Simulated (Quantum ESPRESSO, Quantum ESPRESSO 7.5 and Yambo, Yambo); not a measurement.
# A GW chain in Yambo: SiC (Moissanite)

Wanted: ground state, empty states, screening and self-energy for SiC (Moissanite).

Calculated with Quantum ESPRESSO 7.5 and Yambo 5.3.0; PBE and many-body steps on it, plane waves.

**What was measured.**

- Gap 3.03 eV: indirect gap, experimental literature value; quoted from earlier experiment; bulk crystal (quoted in “Charge spill-out and work function of few-layer graphene on SiC(0001)”, 2018, arxiv:1806.04908).

- Gap 3.02 eV: band gap at cryogenic temperature; bulk crystal (literature value) (quoted in “Silicon carbide diodes for neutron detection”, 2020, arxiv:2009.14696).

- Gap 3 eV: optical absorption onset, approximate; UV-Vis-NIR transmission; bulk crystal (400 micron semi-insulating 6H-SiC wafer) (“Effects of energetic ion irradiation on WSe2/SiC heterostructures”, 2017, pmc:5482891).

## 1. Starting point

The structure is hexagonal, space group P6_3mc (No. 186). Conventional cell: a = 3.081 Å, b = 3.081 Å, c = 15.125 Å, α = 90.00°, β = 90.00°, γ = 120.00°. Nearest to Si lie 4 C at 1.88 to 1.90 Å. Nearest to Si lie 4 C at 1.89 Å. Nearest to C lie 4 Si at 1.88 to 1.89 Å. C has 4 Si at 1.89 Å nearest. C has 4 Si at 1.89 to 1.90 Å nearest. Farther neighbours are not listed.

Structure file:

```cif
data_structure
_symmetry_space_group_name_H-M 'P 1'
_symmetry_Int_Tables_number 1
_cell_length_a 3.0810
_cell_length_b 3.0810
_cell_length_c 15.1248
_cell_angle_alpha 90.000
_cell_angle_beta 90.000
_cell_angle_gamma 120.000
_cell_volume 124.34
loop_
_atom_site_label
_atom_site_type_symbol
_atom_site_fract_x
_atom_site_fract_y
_atom_site_fract_z
_atom_site_occupancy
Si1 Si 0.00000 0.00000 0.00000 1
Si2 Si 0.00000 0.00000 0.50000 1
Si3 Si 0.33333 0.66667 0.16640 1
Si4 Si 0.66667 0.33333 0.66640 1
Si5 Si 0.66667 0.33333 0.33290 1
Si6 Si 0.33333 0.66667 0.83290 1
C7 C 0.33333 0.66667 0.04120 1
C8 C 0.66667 0.33333 0.54120 1
C9 C 0.66667 0.33333 0.20800 1
C10 C 0.33333 0.66667 0.70800 1
C11 C 0.00000 0.00000 0.37460 1
C12 C 0.00000 0.00000 0.87460 1
```

The cell and positions come from the Crystallography Open Database and are kept as given unless a step says otherwise.

## 2. Ground state

This step: Quantum ESPRESSO 7.5; DFT, PBE, plane waves, norm-conserving pseudopotentials.

The ground-state density comes first.

Input file pw.in:

```
&control
  calculation = 'scf'
  prefix = 'x'
  outdir = 'o'
  pseudo_dir = 'pseudo'
/
&system
  ibrav = 0
  nat = 12
  ntyp = 2
  ecutwfc = 74.0
  nbnd = 34
  force_symmorphic = .true.
/
&electrons
  conv_thr = 1e-10
  electron_maxstep = 80
  mixing_beta = 0.5
/
ATOMIC_SPECIES
  Si 28.085 Si.upf
  C 12.011 C.upf
CELL_PARAMETERS angstrom
  3.0810000000 -0.0000000000 0.0000000000
  -1.5405000000 2.6682242691 0.0000000000
  0.0000000000 0.0000000000 15.1248000000
ATOMIC_POSITIONS crystal
  Si 0.0000000000 0.0000000000 0.0000000000
  Si 0.0000000000 0.0000000000 0.5000000000
  Si 0.3333333333 0.6666666667 0.1664000000
  Si 0.6666666667 0.3333333333 0.6664000000
  Si 0.6666666667 0.3333333333 0.3329000000
  Si 0.3333333333 0.6666666667 0.8329000000
  C 0.3333333333 0.6666666667 0.0412000000
  C 0.6666666667 0.3333333333 0.5412000000
  C 0.6666666667 0.3333333333 0.2080000000
  C 0.3333333333 0.6666666667 0.7080000000
  C 0.0000000000 0.0000000000 0.3746000000
  C 0.0000000000 0.0000000000 0.8746000000
K_POINTS automatic
  6 6 2 0 0 0
```

On the command line:

```sh
> OMP_NUM_THREADS=1 mpirun -n 4 pw.x -nk 4 -in pw.in > pw.out
```

Log:

```text
Program PWSCF v.7.5 starts

     This program is part of the open-source Quantum ESPRESSO suite
     for quantum simulation of materials; please cite
         "P. Giannozzi et al., J. Phys.:Condens. Matter 21 395502 (2009);
         "P. Giannozzi et al., J. Phys.:Condens. Matter 29 465901 (2017);
         "P. Giannozzi et al., J. Chem. Phys. 152 154105 (2020);
     in publications or presentations arising from this work. More details at
     Message from routine setup:
     using ibrav=0 with symmetry is DISCOURAGED, use correct ibrav instead

     G-vector sticks info

     bravais-lattice index     =            0
     lattice parameter (alat)  =       5.8222  a.u.
     unit-cell volume          =     839.0740 (a.u.)^3
     number of atoms/cell      =           12
     number of atomic types    =            2
     number of electrons       =        48.00
     number of Kohn-Sham states=           34
     kinetic-energy cutoff     =      74.0000  Ry
     charge density cutoff     =     296.0000  Ry
     scf convergence threshold =      1.0E-10
     mixing beta               =       0.5000
     number of iterations used =            8  plain     mixing
     Exchange-correlation= PBE
                           (   1   4   3   4   0   0   0)

     celldm(1)=   5.822246  celldm(2)=   0.000000  celldm(3)=   0.000000
     celldm(4)=   0.000000  celldm(5)=   0.000000  celldm(6)=   0.000000

     crystal axes: (cart. coord. in units of alat)
               a(1) = (   1.000000  -0.000000   0.000000 )
               a(2) = (  -0.500000   0.866025   0.000000 )
               a(3) = (   0.000000   0.000000   4.909056 )

     reciprocal axes: (cart. coord. in units 2 pi/alat)
               b(1) = (  1.000000  0.577350 -0.000000 )
               b(2) = (  0.000000  1.154701 -0.000000 )
               b(3) = ( -0.000000 -0.000000  0.203705 )
     Pseudo is Norm-conserving + core correction, Zval =  4.0
     Generated using ONCVPSP code by D. R. Hamann
     Using radial grid of 1510 points,  6 beta functions with:
     Pseudo is Norm-conserving + core correction, Zval =  4.0
     Generated using ONCVPSP code by D. R. Hamann
     Using radial grid of 1248 points,  4 beta functions with:
     Si                4.00    28.08500     Si( 1.00)
     C                 4.00    12.01100     C ( 1.00)

      6 Sym. Ops. (no inversion) found

   Cartesian axes

     site n.     atom                  positions (alat units)
         1        Si     tau(   1) = (   0.0000000   0.0000000   0.0000000  )
         2        Si     tau(   2) = (   0.0000000   0.0000000   2.4545278  )
         3        Si     tau(   3) = (  -0.0000000   0.5773503   0.8168668  )
         4        Si     tau(   4) = (   0.5000000   0.2886751   3.2713946  )
         5        Si     tau(   5) = (   0.5000000   0.2886751   1.6342246  )
         6        Si     tau(   6) = (  -0.0000000   0.5773503   4.0887523  )
         7        C      tau(   7) = (  -0.0000000   0.5773503   0.2022531  )
         8        C      tau(   8) = (   0.5000000   0.2886751   2.6567808  )
         9        C      tau(   9) = (   0.5000000   0.2886751   1.0210835  )
        10        C      tau(  10) = (  -0.0000000   0.5773503   3.4756113  )
        11        C      tau(  11) = (   0.0000000   0.0000000   1.8389322  )
        12        C      tau(  12) = (   0.0000000   0.0000000   4.2934599  )

     number of k points=    14
                       cart. coord. in units 2pi/alat
        k(    1) = (   0.0000000   0.0000000   0.0000000), wk =   0.0277778
        k(    2) = (   0.0000000   0.0000000  -0.1018526), wk =   0.0277778
        k(    3) = (   0.0000000   0.1924501   0.0000000), wk =   0.1666667
        k(    4) = (   0.0000000   0.1924501  -0.1018526), wk =   0.1666667
        k(    5) = (   0.0000000   0.3849002   0.0000000), wk =   0.1666667
        k(    6) = (   0.0000000   0.3849002  -0.1018526), wk =   0.1666667
        k(    7) = (   0.0000000  -0.5773503   0.0000000), wk =   0.0833333
        k(    8) = (   0.0000000  -0.5773503  -0.1018526), wk =   0.0833333
        k(    9) = (   0.1666667   0.2886751   0.0000000), wk =   0.1666667
        k(   10) = (   0.1666667   0.2886751  -0.1018526), wk =   0.1666667
        k(   11) = (   0.1666667   0.4811252   0.0000000), wk =   0.3333333
        k(   12) = (   0.1666667   0.4811252  -0.1018526), wk =   0.3333333
        k(   13) = (   0.3333333   0.5773503   0.0000000), wk =   0.0555556
        k(   14) = (   0.3333333   0.5773503  -0.1018526), wk =   0.0555556

     Dense  grid:    72085 G-vectors     FFT dimensions: (  32,  32, 160)

     Initial potential from superposition of free atoms

     starting charge      47.9961, renormalised to      48.0000
     Starting wfcs are   48 randomized atomic wfcs

     per-process dynamical memory:    77.9 Mb

     Self-consistent Calculation

     iteration #  1     ecut=    74.00 Ry     beta= 0.50

     total energy              =    -122.61548844 Ry
     estimated scf accuracy    <       2.57439343 Ry

     iteration #  2     ecut=    74.00 Ry     beta= 0.50

     total energy              =    -123.23023123 Ry
     estimated scf accuracy    <       0.10184852 Ry

     iteration #  3     ecut=    74.00 Ry     beta= 0.50

     total energy              =    -123.23331517 Ry
     estimated scf accuracy    <       0.02294732 Ry

     iteration #  4     ecut=    74.00 Ry     beta= 0.50

     total energy              =    -123.23752000 Ry
     estimated scf accuracy    <       0.00924176 Ry

     iteration #  5     ecut=    74.00 Ry     beta= 0.50

     total energy              =    -123.23659931 Ry
     estimated scf accuracy    <       0.00256480 Ry

     iteration #  6     ecut=    74.00 Ry     beta= 0.50

     total energy              =    -123.23742871 Ry
     estimated scf accuracy    <       0.00009429 Ry

     iteration #  7     ecut=    74.00 Ry     beta= 0.50

     total energy              =    -123.23718227 Ry
     estimated scf accuracy    <       0.00066932 Ry

     iteration #  8     ecut=    74.00 Ry     beta= 0.50

     total energy              =    -123.23732394 Ry
     estimated scf accuracy    <       0.00000175 Ry

     iteration #  9     ecut=    74.00 Ry     beta= 0.50

     total energy              =    -123.23732485 Ry
     estimated scf accuracy    <       0.00000095 Ry

     iteration # 10     ecut=    74.00 Ry     beta= 0.50

     total energy              =    -123.23732491 Ry
     estimated scf accuracy    <       0.00000012 Ry

     iteration # 11     ecut=    74.00 Ry     beta= 0.50

     total energy              =    -123.23732493 Ry
     estimated scf accuracy    <       0.00000002 Ry

     iteration # 12     ecut=    74.00 Ry     beta= 0.50

     total energy              =    -123.23732494 Ry
     estimated scf accuracy    <       0.00000002 Ry

     iteration # 13     ecut=    74.00 Ry     beta= 0.50

     total energy              =    -123.23732494 Ry
     estimated scf accuracy    <          2.4E-09 Ry

     iteration # 14     ecut=    74.00 Ry     beta= 0.50

     total energy              =    -123.23732494 Ry
     estimated scf accuracy    <          3.4E-10 Ry

     iteration # 15     ecut=    74.00 Ry     beta= 0.50

     total energy              =    -123.23732494 Ry
     estimated scf accuracy    <          1.2E-10 Ry

     iteration # 16     ecut=    74.00 Ry     beta= 0.50

     End of self-consistent calculation

          k = 0.0000 0.0000 0.0000 (  8941 PWs)   bands (ev):

    -5.9269  -5.4210  -5.3560  -3.8965  -3.8338  -2.3695   0.9408   3.2765
     3.3221   7.0857   7.1327   8.3758   8.3758   8.5558   8.5558   8.6806
     8.6806   9.1281   9.1281   9.2402   9.2402   9.4926   9.5283   9.5283
    14.6927  14.8641  15.2659  15.7770  15.8043  16.1861  16.4453  16.4454
    16.6749  16.8731

          k = 0.0000 0.0000-0.1019 (  8898 PWs)   bands (ev):

    -5.7918  -5.7918  -4.7331  -4.7331  -2.9098  -2.9098   1.7007   1.7007
     5.1834   5.1834   8.4342   8.4342   8.4342   8.4342   8.7605   8.7605
     8.8868   8.8868   8.8868   8.8868   9.4334   9.4334   9.4334   9.4334
    14.7598  14.7598  15.4995  15.4995  16.1682  16.1683  16.5381  16.5381
    16.5382  16.5382

          k = 0.0000 0.1925 0.0000 (  8976 PWs)   bands (ev):

    -5.4479  -4.9491  -4.8832  -3.4507  -3.3865  -1.9729   1.3728   3.5487
     3.5946   6.2016   6.3534   6.4549   6.9520   7.0264   7.6320   7.7536
     7.8933   7.9287   8.0148   8.2015   8.7381   8.8255   9.1886   9.2893
    14.2487  14.6268  14.7231  15.4049  15.8834  16.3009  16.6568  16.7761
    17.0112  17.1501

          k = 0.0000 0.1925-0.1019 (  8984 PWs)   bands (ev):

     [... further k-points ...]

     highest occupied, lowest unoccupied level (ev):     9.5283   11.5451

!    total energy              =    -123.23732494 Ry
     estimated scf accuracy    <          1.6E-12 Ry

     The total energy is the sum of the following terms:
     one-electron contribution =      33.48764004 Ry
     hartree contribution      =      14.07781438 Ry
     xc contribution           =     -45.33935242 Ry
     ewald contribution        =    -125.46342694 Ry

     convergence has been achieved in  16 iterations

     XML data file, charge density, pseudopotentials, collected wavefunctions

=------------------------------------------------------------------------------=
   JOB DONE.
=------------------------------------------------------------------------------=
```

The job ended after 38 s (4 MPI ranks of Arm Neoverse V1, shared host; peak memory 0.52 GiB).

Numbers from this step:

```
total energy               : -1676.7292 eV
gap                        : 2.017 eV
k of the valence top       : 0, 0, 0
k of the conduction bottom : 0, -0.5, 0
least direct gap           : 3.123 eV
```

The gap is indirect, with the least direct gap 1.11 eV higher.

[end of part 1 of 3]

[Paths, hosts, dates, memory and timing lines, banners, echoed tables and standing remarks are left out of the program output.]

[Logs are printed without paths, hosts, clocks, repeated set-up lines and the standing remarks that a program may print on its own settings, such as how far it seeks lower states.]

[Runs of the session that timed out or met a known fault of the program may be left out.]

[Hosts, paths, dates, database ids (printed as entryN), source tags and the programs' standing remarks are cut or masked in the printed files.]
